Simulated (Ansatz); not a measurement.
(102) slab cut from the bulk of AlN, P6_3mc (No. 186); the slab's formula is AlN:

```yaml
crystal:
  lattice:
    - [3.11369, 0.00000, 0.00000]
    - [0.00000, 7.34300, 0.00000]
    - [0.00000, 0.00000, 27.37831]
  atoms:
    - { symbol: Al, position: [0.50000, 0.08921, 0.27394] }
    - { symbol: N, position: [0.00000, 0.23347, 0.28044] }
    - { symbol: Al, position: [0.50000, 0.67911, 0.29622] }
    - { symbol: N, position: [0.50000, 0.91327, 0.32501] }
    - { symbol: Al, position: [0.00000, 0.35892, 0.34078] }
    - { symbol: N, position: [0.50000, 0.50318, 0.34729] }
    - { symbol: Al, position: [0.00000, 0.94882, 0.36306] }
    - { symbol: N, position: [0.00000, 0.18298, 0.39185] }
    - { symbol: Al, position: [0.50000, 0.62863, 0.40762] }
    - { symbol: N, position: [0.00000, 0.77289, 0.41413] }
    - { symbol: Al, position: [0.50000, 0.21853, 0.42991] }
    - { symbol: N, position: [0.50000, 0.45269, 0.45869] }
    - { symbol: Al, position: [0.00000, 0.89834, 0.47447] }
    - { symbol: N, position: [0.50000, 0.04259, 0.48097] }
    - { symbol: Al, position: [0.00000, 0.48824, 0.49675] }
    - { symbol: N, position: [0.00000, 0.72240, 0.52553] }
    - { symbol: Al, position: [0.50000, 0.16804, 0.54131] }
    - { symbol: N, position: [0.00000, 0.31230, 0.54781] }
    - { symbol: Al, position: [0.50000, 0.75795, 0.56359] }
    - { symbol: N, position: [0.50000, 0.99211, 0.59238] }
    - { symbol: Al, position: [0.00000, 0.43775, 0.60815] }
    - { symbol: N, position: [0.50000, 0.58201, 0.61466] }
    - { symbol: Al, position: [0.00000, 0.02766, 0.63043] }
    - { symbol: N, position: [0.00000, 0.26182, 0.65922] }
    - { symbol: Al, position: [0.50000, 0.70746, 0.67499] }
    - { symbol: N, position: [0.00000, 0.85172, 0.68150] }
    - { symbol: Al, position: [0.50000, 0.29737, 0.69728] }
    - { symbol: N, position: [0.50000, 0.53153, 0.72606] }
```

Theory: Ansatz 0.2.0, DFT PBEsol, scalar-relativistic, plane waves, PAW. Settings: cutoff 420 eV, Γ-centred mesh 9×4×1 on the computed 28-atom cell, Gaussian smearing of 0.05 eV; no spin polarisation. A dipole correction removes the field between periodic images along c.

(1) What forces act on the atoms?

Results:

(1)
```tsv
atom	Fx (eV/Å)	Fy (eV/Å)	Fz (eV/Å)
Al1	0.000	2.410	1.857
N2	0.000	-2.014	-0.658
Al3	0.000	0.027	-0.054
N4	0.000	-0.565	-0.381
Al5	0.000	-0.720	-0.881
N6	0.000	0.294	-0.257
Al7	0.000	0.400	0.079
N8	0.000	0.088	0.052
Al9	0.000	0.044	0.427
N10	0.000	-0.002	-0.378
Al11	0.000	-0.081	0.261
N12	0.000	0.044	-0.311
Al13	0.000	0.040	0.375
N14	0.000	0.000	-0.303
Al15	0.000	0.062	0.340
N16	0.000	0.014	-0.382
Al17	0.000	-0.122	0.268
N18	0.000	-0.042	-0.166
Al19	0.000	-0.026	0.469
N20	0.000	0.378	-0.537
Al21	0.000	0.749	0.052
N22	0.000	-0.485	-0.737
Al23	0.000	-1.184	0.891
N24	0.000	-0.747	0.969
Al25	0.000	1.066	1.672
N26	0.000	-0.190	-1.516
Al27	0.000	2.121	-0.791
N28	0.000	-1.556	-0.357
```

Cost: 1 run of about 1.6 core-minutes, on Intel Xeon 6975P-C (Granite Rapids) (shared hosts).